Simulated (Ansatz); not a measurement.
Crystal: SnO2.

```
CELL_PARAMETERS angstrom
-5.37331 5.37331 1.61623
5.37331 -5.37331 1.61623
5.37331 5.37331 -1.61623
ATOMIC_POSITIONS crystal
Sn 0.35108 0.83107 0.18214
Sn 0.83107 0.64892 0.47999
Sn 0.16893 0.35108 0.52001
Sn 0.64892 0.16893 0.81786
O 0.20560 0.15493 0.36053
O 0.84507 0.20560 0.05067
O 0.79440 0.84507 0.63947
O 0.15493 0.79440 0.94933
O 0.16104 0.54296 0.70400
O 0.54296 0.83896 0.38192
O 0.45704 0.16104 0.61808
O 0.83896 0.45704 0.29600
```

Measurements of this composition are mostly on another form, of space group No. 136.

```yaml
Program: Ansatz 0.2.0
Task: relaxation of cell and atoms
Functional: LDA
Potentials_or_basis: Ansatz PAW
Cutoff: "420 eV (not typed: the program's choice for these potentials)"
k_mesh: 9 × 9 × 9
Occupations: fermi-dirac, width 0.05 eV
Spin: no spin polarisation
```

At the start: volume 15.55 Å³/atom.

Q: How do energy, volume and symmetry change on relaxing?

A: It ends after 8 steps and the volume is 14.82 Å³/atom (-4.7 %); space group I4/m (No. 87, to 0.05 Å).

Step by step:
| step | energy change (eV) | largest force (eV/Å) | volume (Å³) |
| --- | --- | --- | --- |
| 1 | 0.0000 | 0.8678 | 186.66 |
| 2 | -0.3510 | 0.2320 | 178.38 |
| 3 | -0.3588 | 0.1306 | 177.52 |
| 4 | -0.3578 | 0.0485 | 178.10 |
| 5 | -0.3576 | 0.0067 | 178.29 |
| 6 | -0.3188 | 0.0075 | 178.29 |
| 7 | -0.3221 | 0.0074 | 177.80 |
| 8 | -0.3193 | 0.0075 | 177.80 |

Final structure:
```yaml
crystal:
  lattice:
    - [-5.29104, 5.29104, 1.58782]
    - [5.29104, -5.29104, 1.58782]
    - [5.29104, 5.29104, -1.58782]
  atoms:
    - { symbol: Sn, position: [0.34926, 0.83421, 0.18346] }
    - { symbol: Sn, position: [0.83421, 0.65074, 0.48495] }
    - { symbol: Sn, position: [0.16579, 0.34926, 0.51505] }
    - { symbol: Sn, position: [0.65074, 0.16579, 0.81654] }
    - { symbol: O, position: [0.20943, 0.15612, 0.36555] }
    - { symbol: O, position: [0.84388, 0.20943, 0.05331] }
    - { symbol: O, position: [0.79057, 0.84388, 0.63445] }
    - { symbol: O, position: [0.15612, 0.79057, 0.94669] }
    - { symbol: O, position: [0.15986, 0.54109, 0.70094] }
    - { symbol: O, position: [0.54109, 0.84014, 0.38123] }
    - { symbol: O, position: [0.45891, 0.15986, 0.61877] }
    - { symbol: O, position: [0.84014, 0.45891, 0.29906] }
```

Caveat: the plane-wave basis is chosen anew once the cell has moved, so the energies of steps on either side of that aren't comparable; the pressure holds a Pulay correction of +0.9 GPa for the finite cutoff; the PAW data sets come from PBE, with cores solved anew for the run's functional, which leaves a small shift of forces and pressure.
